Q: All twelve of these elements sit in the same body-centred cubic cell. How much do their sizes really differ?

Elements in the bcc structure, cells relaxed with Ansatz 0.2.0: plane-wave PAW, r2SCAN, scalar-relativistic, no spin polarization, 500 eV cutoff, 0.05 eV Gaussian smearing, k meshes from 12×12×12 (Sr) to 24×24×24 (Be). M is the element and a the edge of the conventional cell; Löwdin populations use the free atom's shells, and positive pressure means compression.

```
element   Z  group  period  volume (Å³/atom)  a (Å)  shortest distance from M (Å)  Loewdin d electrons on M (e)  pressure left (GPa)
     Li   3      1       2             21.02  3.477                         3.011                          0.00                -0.01
     Be   4      2       2             7.817  2.500                         2.165                          0.00                 0.00
     Mg  12      2       3             22.51  3.558                         3.081                          0.00                 0.00
     Al  13     13       3             16.22  3.189                         2.762                          0.00                -0.06
     Ca  20      2       4             43.32  4.425                         3.832                          0.00                -0.01
     Ga  31     13       4             18.11  3.308                         2.865                          9.99                -0.01
     Sr  38      2       5             55.51  4.806                         4.162                          0.00                 0.00
     In  49     13       5             26.72  3.766                         3.262                          9.99                -0.04
     Sn  50     14       5             27.11  3.785                         3.278                          9.99                -0.02
     Tl  81     13       6             30.00  3.915                         3.391                          9.97                 0.00
     Pb  82     14       6             30.84  3.951                         3.422                          9.99                 0.05
     Bi  83     15       6             31.07  3.961                         3.430                         10.00                -0.01
```

A: By a factor of seven in volume per atom, from beryllium at the small end to strontium at the large end. That is only a factor of two in the shortest distance between atoms, because volume goes as the cube of length. The cell edge a adds no separate evidence: in this structure the volume per atom is a³/2 and the shortest distance is 0.87 a.

Q: Beryllium has one more outer electron than lithium, yet takes 63 % less room. Shouldn't more electrons need more space?

A: They do, but the extra nuclear charge also attracts them more strongly. Picture the outer electrons as a uniform gas, held together by the ions. Inside each ion's core the inner shells repel the outer electrons, and the model treats this as a simple loss of the attraction there. Let N be the number of outer electrons per atom, R the radius of the ion's core, and r the radius of a sphere that holds one electron. In hartree and bohr, the energy per electron is roughly

E = 1.105/r² − (0.458 + 0.896 N^(2/3))/r + 1.5 R²/r³

The first term is the kinetic energy, which resists squeezing. The second collects exchange and the electrostatic energy of the gas and point-like ions, which is a net attraction, and the third is the attraction lost inside the cores. The metal settles where E is lowest:

(0.458 + 0.896 N^(2/3)) r² − 2.21 r − 4.5 R² = 0

Now take the limit of a large core, where the attraction to the ions and the core term dominate. Then r³ is proportional to R³/N, and the volume per atom, N · 4πr³/3, no longer depends on N. Extra electrons and extra attraction cancel, and what remains is the size of the core. Beryllium itself is far from that limit, but the full equation says much the same: with lithium's core radius, beryllium would come out about as large as lithium. In this picture beryllium is small because its higher nuclear charge has drawn the inner shell tight.

Q: Can you put numbers to that for an ordinary case?

A: Take magnesium, with N = 2 and a rough recalled ionic radius of 0.72 Å, or 1.36 bohr. The bracket is 0.458 + 0.896 × 1.587 = 1.88, and 4.5 R² is 8.33. The solution is

r = [2.21 + √(2.21² + 4 × 1.88 × 8.33)] / (2 × 1.88) = 2.77 bohr

V = 2 × (4π/3) × 2.77³ = 178 bohr³ ≈ 26 Å³

The computed volume is 22.5 Å³, so the estimate is about 18 % too large. With a point-like core, R = 0, the same equation gives only about 2 Å³. In this model, then, most of the room in magnesium is there because the attraction is cancelled inside the cores.

No constant was adjusted to magnesium or to any other row; the ionic radii are rough recalled values throughout. Over the twelve elements the model volume lies between 0.88 and 1.6 times the computed one, with strontium the worst. That is good enough to tell a small atom from a large one, but not to design with.

Q: If the core decides, each step down a group should add a shell and a good deal of volume. Why does gallium gain so little on aluminium?

A: Because a shell was filled on the way. From magnesium to calcium the volume nearly doubles, and no d shell is filled between them. (The zeros in the table's d column mean only that no d shell was counted for those atoms; they do not show that calcium or strontium has empty d states.) Between aluminium and gallium the nucleus gains eighteen protons instead of eight, and the extra ten come with ten 3d electrons. The d electrons screen the added charge poorly, so the outer electrons are pulled inward and the volume grows by only 12 %.

Indium stands behind a filled d shell just as gallium does, so the contraction is present at both ends of that step, and the volume rises by 48 %. Thallium again gains only 12 %. There the standard explanation is the filling of the 4f shell, together with the relativistic contraction of the outer s electrons. The volumes show the uneven steps; the screening argument is established atomic physics that accounts for them.

Q: Then tin should be clearly smaller than indium, as beryllium is smaller than lithium.

A: The model says so too: it predicts a shrinkage of 29 %. The full calculation gives a growth of 1.5 %, and from thallium to lead it gives 2.8 % where the model again shrinks strongly. Here the simple picture gets even the direction wrong. It makes indium 27 % too large and tin 11 % too small, so the fault is not in tin alone.

There are two suspects. One is the ionic radii. They come from salts, where a more highly charged ion pulls its neighbours closer, so they may exaggerate how fast the core shrinks. The model already overdoes the step from magnesium to aluminium, with a shrinkage of 46 % against a computed 28 %.

The other suspect is the assumption that every outer electron joins the gas equally. In heavy atoms the outer s electrons are bound more deeply with each added proton and take less part in bonding. The same calculations assign 1.3 outer s electrons to indium and 1.7 to tin. That alone doesn't show a more reluctant pair, because tin has one more electron to place and its outer p count rises at least as fast, from 1.7 to 2.3. Aluminium has only 0.9 outer s electrons, so a reluctant s pair can hardly explain the error there. Such counts depend on how the electrons are shared out among orbitals, and how much each suspect contributes is untested here.

Q: Why not go all the way and count the s pair of thallium, lead and bismuth as part of the core?

A: That can be tried in the same model, with one, two and three gas electrons and the larger radii, roughly 1.5, 1.2 and 1.0 Å, of the ions that keep their pair. The volumes then come out 4.6, 2.9 and 1.9 times too large. With the pair in the gas, thallium is about 1.5 times too large, and lead and bismuth are within 5 %. For thallium and lead the failure with the pair in the core is far larger than the model's usual error, for bismuth only a little larger. So the pair may be reluctant, but the model speaks against treating it as a closed shell of the size it has in salts.

Q: Which of these differences would you trust, and could I use the volumes to work out densities?

A: Pressure left in a relaxed cell can shift its volume by up to about 0.4 %, so the growth from indium to tin and from thallium to lead is real within this calculation. From lead to bismuth the volume rises by only 0.7 %. Spin-orbit coupling, which acts strongly on the 6p electrons of both, was left out and could change a step that small. I would call those two equal in size and look for no cause.

For densities, ask first whether the metal has this structure. Of the twelve, only lithium is body-centred cubic at room conditions. Gallium, tin and bismuth prefer more open arrangements with fewer close neighbours, which a cell of one atom cannot form. Their volumes here compare atoms under equal packing; they do not give the density of the real metal.
